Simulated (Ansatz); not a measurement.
Sn: pressure and energy change per atom against volume scale

Plane-wave DFT, scalar-relativistic PAW made under PBE with cores redone for the functional, no dispersion; the given relaxed cell is scaled uniformly, energy at zero smearing counts from the unscaled cell, pressure at the given Fermi-Dirac smearing is positive in compression. The results are calculated, by Ansatz 0.2.0.

The cell before it is scaled or strained (space group P6_3/mmc, No. 194):
```
CELL_PARAMETERS angstrom
3.41430 0.00000 0.00000
-1.70710 2.95690 0.00000
0.00000 0.00000 11.27230
ATOMIC_POSITIONS crystal
Sn 0.00000 0.00000 0.00000
Sn 0.00000 0.00000 0.50000
Sn 0.33333 0.66667 0.25000
Sn 0.66667 0.33333 0.75000
```

Settings of every row: spin polarised no; functional revPBE; wave cutoff 420 eV; smearing width 0.1 eV; k mesh 12x12x4.

Atom starting moment: 0 on all atoms.

Limits: the cell comes from a prototype or a list of computed structures and needn't be the stable phase.

| row | volume scale | V (Å³/atom) | pressure (GPa) | energy change per atom (meV) |
| --- | --- | --- | --- | --- |
| 1 | 0.88 | 25.036 | 7.79 | 75.7 |
| 2 | 0.92 | 26.175 | 4.66 | 32.14 |
| 3 | 0.96 | 27.313 | ? | ? |
| 4 | 1.04 | 29.589 | -1.39 | 4.39 |
| 5 | 1.08 | 30.727 | -2.66 | 18.94 |
| 6 | 1.12 | 31.865 | -3.67 | 41.63 |

Question: what pressure and energy change per atom should row 3 give?

Worked fit of pressure. Take u = (V_r/V)^(2/3) − 1 with V_r = 29.589 Å³ an atom, which is twice the finite (Eulerian) strain; such expansions in the strain, on which the Birch-Murnaghan equation of state is built, carry the rest volume and the bulk modulus. The shown rows have u = 0.11783, 0.08516, 0, -0.02485, -0.0482. Least squares give pressure = −1.41 + 55.605 × u + 189.13 × u² GPa; a straight line predicts inner rows, each left out in turn, worse (root mean square 0.54 against 0.052 GPa). The rows lie off it by 0.02, -0.04, 0.02, 0.01, -0.02. The pressure vanishes at u = 0.0235, or V = 28.58 Å³ an atom, and there the bulk modulus at fixed shape and fractions is B = −V dP/dV = (2/3)(1 + u) dP/du = 44 GPa. Letting shape and atoms relax would as a rule lower it, by much in layered, chain or molecular crystals. The withheld row has u = 0.05481, so the fit gives −1.41 + 55.605 × (0.05481) + 189.13 × (0.05481)² = 2.21 GPa.

The calculation gave 2.18 GPa. The fit lies 0.03 GPa (1.4 % of the value, 0.26 % of the column's range) above it; its largest miss of a shown row is 0.04 GPa.

Worked fit of energy change per atom. Take u = (V_r/V)^(2/3) − 1 with V_r = 29.589 Å³ an atom, which is twice the finite (Eulerian) strain; such expansions in the strain, on which the Birch-Murnaghan equation of state is built, carry the rest volume and the bulk modulus. The shown rows have u = 0.11783, 0.08516, 0, -0.02485, -0.0482. Least squares give energy change per atom = 4.211 − 378.358 × u + 8344.42 × u² meV; a straight line predicts inner rows, each left out in turn, worse (root mean square 24 against 0.5 meV). The rows lie off it by 0.22, -0.37, 0.18, 0.17, -0.20 (root mean square 0.24 meV). The withheld row has u = 0.05481, so the fit gives 4.211 − 378.358 × (0.05481) + 8344.42 × (0.05481)² = 8.54 meV.

The calculation gave 8.23 meV. The fit lies 0.31 meV (3.8 % of the value, 0.43 % of the column's range) above it; its largest miss of a shown row is 0.37 meV.
